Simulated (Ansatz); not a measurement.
Runs of Ansatz 0.2.0 on HfC. Symmetry: Fm-3m, No. 225, cubic system. The conventional cell has a = 4.650 Å, b = 4.650 Å, c = 4.650 Å, α = 90.00°, β = 90.00°, γ = 90.00°. Hf (site symmetry m-3m) is surrounded by 6 C at 2.33 Å. Around C (site symmetry m-3m) lie 6 Hf at 2.33 Å. 

```tsv
task	level	potentials or basis	spin	U	cell	k mesh	cutoff (eV)	smearing	broadening	hubbard projectors	double counting	atoms under strain	q mesh	other keys	mesh quality	gap on the mesh (eV)	pressure (GPa)
optical spectrum	BLYP+D3(BJ)	Ansatz PAW	off	-	as given	10 × 10 × 10	420	tetrahedron	0.1 eV	-	-	-	-	scf.lower_state_search = full	not flagged	none	-
single point	r2SCAN+D3(BJ)	JTH PAW	off	-	as given	10 × 10 × 10	1230	gaussian 0.1 eV	-	-	-	-	-	hamiltonian.dispersion = d3bj	not flagged	none	-3.5
single point	r2SCAN+U	PseudoDojo standard (PBE files)	SOC, no magnetisation	Hf d U = 7.0 eV	volume scaled by 1.15	10 × 10 × 10	1116	gaussian 0.005 eV	-	ortho-atomic (the default)	fll (the default)	-	-	scf.occupations.method = gaussian; scf.occupations.width = 0.005	not flagged	0.05	(a)
ladder of functionals	r2SCAN+D3(BJ)-ATM	Ansatz PAW	SOC, no magnetisation	-	cell strained at random at fixed volume	8 × 7 × 8	500	methfessel-paxton 0.1 eV	-	-	-	-	-	-	not flagged	none	-3.3
single point	revPBE+D4	Ansatz PAW polarizable	off	-	cell strained at random at fixed volume	8 × 8 × 8	420	methfessel-paxton 0.1 eV	-	-	-	-	-	crystal.symmetry = detect False	not flagged	none	-3.3
elastic constants	r2SCAN+D3(BJ)	Ansatz PAW earlier set	off	-	as given	7 × 7 × 7	820	gaussian 0.15 eV	-	-	-	relaxed	-	-	not flagged	none	-3.5
phonons	PBEsol+U	Ansatz PAW	off	Hf d U = 3 eV	as given	6 × 6 × 6	420	methfessel-paxton 0.1 eV	-	atomic	amf	-	2 × 2 × 2	-	coarse	none	-
```

Q: Fill in the values left out.

A: (a) -16.4.

Caveats: some runs use coarse meshes; pairwise dispersion overbinds metals, which lowers pressure and volume (some runs); the PAW data sets come from PBE, with cores solved anew for the run's functional, which leaves a small shift of forces and pressure (some runs); the dispersion damping was fitted for another functional or another form of the correction (some runs); the U is typed as a test and isn't derived for this compound (some runs); the meta-GGA runs on potentials made for a GGA (some runs); the potentials were made for another functional, which shifts forces and pressure (some runs); the cell is more than 3 GPa from zero pressure, which shifts response properties (some runs).

A k mesh can miss the band edges, and rows without SOC leave out spin-orbit coupling on Hf.

A gap of «none» marks a metal or a gap under the smearing width.

The runs don't all hold the same shells in valence.

Runs at the PBE level aren't shown here.
